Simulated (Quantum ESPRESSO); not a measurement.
The system is Zr, a slab with vacuum.

```
Zr
1.0
     3.13501    0.00000    0.00000
    -1.04500    2.95572    0.00000
     0.00000    0.00000   25.23891
Zr
5
Cartesian
  1.0450 1.4779 7.5000
  0.0000 0.0000 10.0597
  1.0450 1.4779 12.6195
  0.0000 0.0000 15.1792
  1.0450 1.4779 17.7389
```

The slab is cut from a database's or a generator's crystal, which needn't be the stable form of the element.

A sound run:

```yaml
Program: Quantum ESPRESSO 7.5
Task: work function
Functional: PBE
Potentials_or_basis: PseudoDojo 0.4.1 SR PBE standard
Cutoff: 898 eV
Density_cutoff: 3592 eV
k_mesh: 9 × 9 × 1
Occupations: fermi-dirac, width 0.05 eV
Spin: no spin polarisation
```

It gives largest force 0.585 eV/Å; band gap on the k mesh none (metal or under the smearing width).

Q: What do these careless settings give instead: cutoff 354 eV in place of 898 eV; density cutoff 1442 eV in place of 3592 eV?

A: Largest force 0.598 eV/Å; band gap on the k mesh none (metal or under the smearing width). The run converged, but these numbers show the error of the settings and aren't properties of the slab.
